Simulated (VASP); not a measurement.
# C (Graphite): how cutoff and mesh change the relaxed cell, part 2 of 2

How far does the relaxed cell of C (Graphite) depend on cutoff and k mesh? The starting structure is a measured crystal structure from the Crystallography Open Database. The first relaxation on each setting starts from this cell expanded by 3 % in volume.

VASP 6.6.1.

Results so far: reference 9.45 Å³ an atom; a cutoff of 400 eV 8.58 Å³ an atom; a 5×5×2 mesh 9.12 Å³ an atom.

### Step 5. Relaxation with a cutoff of 680 eV

Level of this step: PBEsol; plane waves and PAW (C) (VASP).

Against step 2 the input has ENCUT = 680. This run starts from the cell of an earlier relaxation, which isn't shown; the restart sets up the plane waves anew.

Input file INCAR:

```
SYSTEM = C
PREC = Accurate
ENCUT = 680
EDIFF = 1E-06
NELM = 100
ISMEAR = 0
SIGMA = 0.03
LREAL = .FALSE.
ALGO = Normal
GGA = PS
NBANDS = 14
LORBIT = 11
LWAVE = .FALSE.
LCHARG = .FALSE.
KPAR = 8
IBRION = 2
NSW = 50
ISIF = 3
EDIFFG = -0.006
```

Input file POSCAR:

```
C
1.0
    2.4595397532      0.0000000000      0.0000000000
   -1.2297698765      2.1300239079      0.0000000000
    0.0000000000      0.0000000000      7.0823579960
C
4
Direct
    0.6666666667      0.3333333333      0.7500000000
    0.3333333333      0.6666666667      0.2500000000
    0.0000000000      0.0000000000      0.7500000000
    0.0000000000      0.0000000000      0.2500000000
```

Input file KPOINTS:

```
Automatic mesh
0
Gamma
10 10 4
0 0 0
```

The projector-augmented-wave data sets are C (PBE family, release 64).

Run with:

```
$ mpirun -np 8 vasp_std
```

The log of the run:

```text
[... set-up lines as in an earlier step ...]
 entering main loop
       N       E                     dE             d eps       ncg     rms          rms(c)
DAV:   1     0.558724304450E+02    0.55872E+02   -0.92716E+03  1176   0.129E+03
DAV:   2    -0.365440030766E+02   -0.92416E+02   -0.83629E+02  1650   0.230E+02
DAV:   3    -0.409732282800E+02   -0.44292E+01   -0.43913E+01  1554   0.478E+01
DAV:   4    -0.410229223392E+02   -0.49694E-01   -0.49666E-01  1448   0.597E+00
[...]
DAV:  11    -0.386043110507E+02   -0.16551E-06   -0.24782E-05  1456   0.371E-02    0.459E-03
DAV:  12    -0.386043123239E+02   -0.12733E-05   -0.12796E-06  1244   0.822E-03    0.548E-03
DAV:  13    -0.386043123246E+02   -0.68735E-09   -0.32345E-07  1062   0.482E-03
   1 F= -.38604312E+02 E0= -.38604312E+02  d E =-.386043E+02
[...]
reached required accuracy - stopping structural energy minimisation
```

Wall time 6.2 s (8 MPI ranks of Intel Xeon Platinum 8375C at 2.90GHz (Ice Lake), shared host); peak memory 1.5 GiB.

Parts of OUTCAR (step 5):

```text
  Total        0.0018132      0.0018132      0.0012130      0.0000000     -0.0000000      0.0000000
  in kB        0.0782941      0.0782941      0.0523778      0.0000000     -0.0000000      0.0000000
  external PRESSURE =       0.0696553 kB  Pullay stress =       0.0000000 kB

 POSITION                                       TOTAL-FORCE (eV/Angst)
 -----------------------------------------------------------------------------------
      1.22977      0.71001      5.31177        -0.000000     -0.000000     -0.000000
     -0.00000      1.42002      1.77059         0.000000     -0.000000      0.000000
      0.00000      0.00000      5.31177         0.000000      0.000000     -0.000000
      0.00000      0.00000      1.77059        -0.000000     -0.000000     -0.000000
 -----------------------------------------------------------------------------------
    total drift:                               -0.000000      0.000000     -0.000000

  FREE ENERGIE OF THE ION-ELECTRON SYSTEM (eV)
  ---------------------------------------------------
  free  energy   TOTEN  =       -38.6043123246 eV

  energy  without entropy=      -38.6043123246  energy(sigma->0) =      -38.60431232

[... 2 parts as in an earlier step ...]

[... 2 further parts left out ...]
[key lines of the parts left out:]
E-fermi :   3.6490
```

With a cutoff of 680 eV the cell ends at 9.276 Å³ an atom, -1.84 % from the reference, a by -0.1 % and c by -1.7 %.

### Step 6. Relaxation with a 14×14×6 mesh

Against step 2 the input has a 14×14×6 mesh. This run starts from the cell of an earlier relaxation, which isn't shown; the restart sets up the plane waves anew.

INCAR: that of step 5 with these lines changed.

```diff
@@ -2,3 +2,3 @@
 PREC = Accurate
-ENCUT = 680
+ENCUT = 520
 EDIFF = 1E-06
```

Input file POSCAR:

```
C
1.0
    2.4610611903      0.0000000000      0.0000000000
   -1.2305305951      2.1313415111      0.0000000000
    0.0000000000      0.0000000000      7.1274592740
C
4
Direct
    0.6666666667      0.3333333333      0.7500000000
    0.3333333333      0.6666666667      0.2500000000
    0.0000000000      0.0000000000      0.7500000000
    0.0000000000      0.0000000000      0.2500000000
```

Input file KPOINTS:

```
Automatic mesh
0
Gamma
14 14 6
0 0 0
```

Run with:

```
$ mpirun -np 8 vasp_std
```

The log of the run:

```text
[... set-up lines as in an earlier step ...]
 entering main loop
       N       E                     dE             d eps       ncg     rms          rms(c)
DAV:   1     0.389887634061E+02    0.38989E+02   -0.80472E+03  2704   0.105E+03
DAV:   2    -0.375697860528E+02   -0.76559E+02   -0.69787E+02  3804   0.206E+02
DAV:   3    -0.409514569799E+02   -0.33817E+01   -0.33536E+01  3432   0.417E+01
DAV:   4    -0.409886223022E+02   -0.37165E-01   -0.37129E-01  3380   0.511E+00
[...]
DAV:  11    -0.385756462277E+02    0.31664E-06   -0.22685E-05  3278   0.354E-02    0.664E-03
DAV:  12    -0.385756475303E+02   -0.13026E-05   -0.12922E-06  2836   0.828E-03    0.382E-03
DAV:  13    -0.385756475649E+02   -0.34600E-07   -0.25789E-07  2400   0.436E-03
   1 F= -.38575648E+02 E0= -.38575648E+02  d E =-.385756E+02
[... from here on, the cycles between the ionic steps are left out ...]
   2 F= -.38575655E+02 E0= -.38575655E+02  d E =-.763711E-05
   3 F= -.38575656E+02 E0= -.38575656E+02  d E =-.815214E-05
   4 F= -.38575659E+02 E0= -.38575659E+02  d E =-.329731E-05
   5 F= -.38575669E+02 E0= -.38575669E+02  d E =-.130737E-04
   6 F= -.38575699E+02 E0= -.38575699E+02  d E =-.428897E-04
   7 F= -.38575731E+02 E0= -.38575731E+02  d E =-.757703E-04
[...]
reached required accuracy - stopping structural energy minimisation
```

Wall time 18 s (8 MPI ranks); peak memory 1.4 GiB.

Parts of OUTCAR (step 6):

```text
  Total       -0.0226793     -0.0226793     -0.0001667     -0.0000000     -0.0000000      0.0000000
  in kB       -0.9688560     -0.9688560     -0.0071219     -0.0000000     -0.0000000      0.0000000
  external PRESSURE =      -0.6482780 kB  Pullay stress =       0.0000000 kB

 POSITION                                       TOTAL-FORCE (eV/Angst)
 -----------------------------------------------------------------------------------
      1.23066      0.71052      5.36139        -0.000000     -0.000000     -0.000000
     -0.00000      1.42104      1.78713         0.000000      0.000000      0.000000
     -0.00000     -0.00000      5.36139        -0.000000     -0.000000     -0.000000
      0.00000     -0.00000      1.78713         0.000000      0.000000      0.000000
 -----------------------------------------------------------------------------------
    total drift:                                0.000000     -0.000000      0.000000

  FREE ENERGIE OF THE ION-ELECTRON SYSTEM (eV)
  ---------------------------------------------------
  free  energy   TOTEN  =       -38.5757314873 eV

  energy  without entropy=      -38.5757314873  energy(sigma->0) =      -38.57573149

[... 1 part as in an earlier step ...]

[... 3 further parts left out ...]
[key lines of the parts left out:]
E-fermi :   3.7788
```

With a 14×14×6 mesh the cell ends at 9.376 Å³ an atom, -0.78 % from the reference, a by +0.0 % and c by -0.8 %.

### Step 7. All runs side by side

| run | volume (Å³/atom) | change (%) | pressure left (GPa) | core minutes |
| --- | --- | --- | --- | --- |
| reference | 9.45 | - | -0.02 | 6.32 |
| a cutoff of 400 eV | 8.585 | -9.16 | -0.04 | 2.56 |
| a 5×5×2 mesh | 9.123 | -3.46 | 0.06 | 1.65 |
| a cutoff of 680 eV | 9.276 | -1.84 | 0.01 | 5.63 |
| a 14×14×6 mesh | 9.376 | -0.78 | -0.06 | 6.83 |

Core minutes are wall time times ranks, summed over the relaxations behind a row (those for a bulk modulus apart), on shared hosts.

### Step 8. Results

| Quantity | Value |
| --- | --- |
| volume of the reference | 9.450 Å³/atom |
| volume against the reference, a cutoff of 400 eV | -9.16 % |
| volume against the reference, a 5×5×2 mesh | -3.46 % |
| volume against the reference, a cutoff of 680 eV | -1.84 % |
| volume against the reference, a 14×14×6 mesh | -0.78 % |

What this shows: The volume moves most with a cutoff of 400 eV: -9.16 %, a by -0.2 % and c by -8.8 % against the reference (520 eV, 10×10×4 mesh). On finer settings it changes by -1.84 % with a cutoff of 680 eV and -0.78 % with a 14×14×6 mesh. The relaxations stop with up to 0.06 GPa left, which at a bulk modulus of 50 GPa, to name a scale, is 0.13 % of the volume, and more along a soft axis. That understates it: a restart alone still moved the volume by up to 1.2 %. A change this large on a finer setting means that the reference isn't converged, that its relaxation stopped early along a soft direction, or that the runs ended in different electronic states. The bonds form layers, and no dispersion term is on, so the spacing between them is unreliable throughout. A cell that shrinks at the lower cutoff is the usual mark of Pulay stress, the error that a plane-wave basis makes when it is kept while the volume changes. Further runs on this material are not shown.

[Lines on the potential files, build, host, timing and source positions are cut from VASP's logs without a mark.]

[Logs are printed without paths, hosts, clocks, repeated set-up lines and the standing remarks that a program may print on its own settings, such as how far it seeks lower states.]

[Hosts, paths, dates, database ids (printed as entryN), source tags and the programs' standing remarks are cut or masked in the printed files.]
